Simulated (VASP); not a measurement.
## BN: single point with PBE

The system is BN.

```xyz
4
Lattice="1.2637 2.1889 0.0000 -1.2637 2.1889 0.0000 0.0000 0.0000 6.5655" Properties=species:S:1:pos:R:3 pbc="T T T"
B     0.0276   -0.1127    3.2819
B     0.0335    1.4929    0.0107
N     0.0606    0.0598    0.0046
N     0.0420    1.4162    3.2439
```

```
Program             : VASP 6.6.1
Task                : single point
Functional          : PBE
Potentials or basis : VASP PAW PBE potentials, release 64 (B, N)
Cutoff              : 520 eV
k mesh              : 6 × 6 × 2
Occupations         : methfessel-paxton, width 0.15 eV
Spin                : no spin polarisation
```

```yaml
Pressure: -2.0 GPa
Largest_force: 2.534 eV/Å
Band_gap_on_the_k_mesh: 4.03 eV, indirect (least direct gap 4.33 eV)
```

Forces in eV/Å, atoms in the order of the input:
```
B    0.667  2.396 -0.481
B    0.957  0.999 -0.054
N   -0.958 -1.012  0.029
N   -0.666 -2.383  0.506
```

Stress tensor (GPa, compression positive):
```
-2.91 -0.36  0.13
-0.36 -6.18  0.42
 0.13  0.42  3.10
```

Levels at points of the mesh, in eV from the valence-band top:
| k point | band 5 | band 6 | band 7 | band 8 | band 9 | band 10 | band 11 | band 12 |
| --- | --- | --- | --- | --- | --- | --- | --- | --- |
| (0.00, 0.00, 0.00) | -2.11 | -1.76 | -0.91 | -0.50 | 5.32 | 10.28 | 10.36 | 10.79 |
| (0.50, 0.00, 0.00) | -4.28 | -3.72 | -1.47 | -0.29 | 4.03 | 5.77 | 9.26 | 9.63 |
| (0.50, 0.50, 0.00) | -4.47 | -3.89 | -1.52 | -0.49 | 4.46 | 5.79 | 9.25 | 9.61 |
| (0.00, 0.50, 0.00) | -3.99 | -3.83 | -1.40 | -0.30 | 4.06 | 5.57 | 9.22 | 9.58 |
| (0.00, 0.00, 0.50) | -2.11 | -1.76 | -0.91 | -0.50 | 7.52 | 7.89 | 10.33 | 10.81 |
| (0.50, 0.00, 0.50) | -4.28 | -3.73 | -1.02 | -0.72 | 4.37 | 4.97 | 9.58 | 9.62 |
| (0.50, 0.50, 0.50) | -4.47 | -3.90 | -1.14 | -0.79 | 4.50 | 5.22 | 9.55 | 9.67 |
| (0.00, 0.50, 0.50) | -3.98 | -3.84 | -0.86 | -0.80 | 4.53 | 4.62 | 9.50 | 9.61 |

Wall time 18 s on 1 thread of Intel(R) Xeon(R) Platinum 8259CL CPU @ 2.50GHz (Skylake/Cascade Lake) (shared host), peak memory 0.15 GiB.

Caveat: the k mesh is coarse (spacing up to 0.48 Å⁻¹), so the values aren't converged; forces of over 1 eV/Å show positions far from the minimum, so gaps and moduli don't describe the material at rest. PBE gaps usually lie below the measured ones, often by a third to a half.
